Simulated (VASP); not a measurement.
## NaI: phonons with LDA

The system is NaI.

```
I Na
1.0
     0.00000    3.23640    3.23640
     3.23640    0.00000    3.23640
     3.23640    3.23640    0.00000
I Na
1 1
Direct
  0.50000 0.50000 0.50000
  0.00000 0.00000 0.00000
```

```
Program                : VASP 6.6.1
Task                   : phonons
Functional             : LDA
Potentials or basis    : VASP PAW LDA potentials, release 64 (I, Na_pv)
Cutoff                 : 600 eV
k mesh                 : 5 × 5 × 5
Occupations            : fermi-dirac, width 0.05 eV
Spin                   : no spin polarisation
Further INCAR settings : ALGO = Normal; EDIFF = 1e-08; IBRION = 8; NSW = 1
```

| Item | Value |
| --- | --- |
| Relaxed volume | 30.71 Å³/atom |
| Relaxed cell | a = 4.429 Å, b = 4.429 Å, c = 4.429 Å, α = 60.00°, β = 60.00°, γ = 60.00° |
| Space group after relaxing (to 0.05 Å) | Fm-3m (No. 225) |
| Highest phonon frequency at Γ, LO-TO splitting left out | 131 cm⁻¹ |

The path:
| step | energy change (eV) | largest force (eV/Å) | pressure (GPa) | volume (Å³) |
| --- | --- | --- | --- | --- |
| 1 | 0.0000 | 0.0000 | -1.61 | 67.80 |
| 2 | -0.0262 | 0.0000 | -0.90 | 64.50 |
| 3 | -0.0351 | 0.0000 | -0.08 | 61.67 |
| 4 | -0.0352 | 0.0000 | 0.01 | 61.42 |

Final structure:
```cif
data_structure
_symmetry_space_group_name_H-M 'P 1'
_symmetry_Int_Tables_number 1
_cell_length_a 4.4288
_cell_length_b 4.4288
_cell_length_c 4.4288
_cell_angle_alpha 60.000
_cell_angle_beta 60.000
_cell_angle_gamma 60.000
_cell_volume 61.42
loop_
_atom_site_label
_atom_site_type_symbol
_atom_site_fract_x
_atom_site_fract_y
_atom_site_fract_z
_atom_site_occupancy
I1 I 0.50000 0.50000 0.50000 1
Na1 Na 0.00000 0.00000 0.00000 1
```

Phonon frequencies in cm⁻¹ (negative: imaginary):
| q point | frequencies |
| --- | --- |
| (0.000, 0.000, 0.000) | 0 0 0 131 131 131 |

It took 47 s on 1 thread of Intel(R) Xeon(R) 6975P-C (Granite Rapids), with other jobs on the host, peak memory 0.22 GiB.

The run has no spin-orbit coupling, so splittings on I are missing.
